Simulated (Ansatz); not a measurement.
Input of an Ansatz 0.2.0 run:

The input input.yaml:

```yaml
crystal:
  lattice:
    - [3.091546, 0.0, 0.0]
    - [0.0, 3.091546, 0.0]
    - [0.0, 0.0, 3.091546]
  atoms:
    - { symbol: Pt, position: [0.5, 0.5, 0.5] }
    - { symbol: Al, position: [0.0, 0.0, 0.0] }
hamiltonian:
  xc: r2scan
  pseudopotentials: { kind: paw }
kpoints:
  mp_grid: { grid: [9, 9, 9] }
scf:
  occupations: { method: fermi_dirac, width: 0.05 }
output:
  forces: true
  stress: true
  eigenvalues: true
  write_density: true
  write_potential: true
  elf: true
  volumetric_format: npy
relax:
  f_tol: 0.01
  max_steps: 40
  cell: { stress_tol: 0.05, p_target: 5.0 }
```

Potentials or basis: Ansatz PAW.

Run with:

```bash
$ ansatz run input.yaml --threads 2 --pin off --max-ram 5632MiB --backend cpu --events-out ev --progress --plain --runs-dir out
```

Question: Predict the relaxed cell.

Answer: a = 3.042 Å, b = 3.042 Å, c = 3.042 Å, α = 90.00°, β = 90.00°, γ = 90.00°.

Question: Predict the band gap on the k mesh.

Answer: None (metal or under the smearing width).

Question: What does it give for the relaxed volume?

Answer: 14.08 Å³/atom.

Final structure:
```
Pt Al
1.0
     3.04246    0.00000    0.00000
     0.00000    3.04246    0.00000
     0.00000    0.00000    3.04246
Pt Al
1 1
Direct
  0.50000 0.50000 0.50000
  0.00000 0.00000 0.00000
```

Caveat: the PAW data sets come from PBE, with cores solved anew for the run's functional, which leaves a small shift of forces and pressure. Spin-orbit coupling is left out, which matters for the levels of Pt.
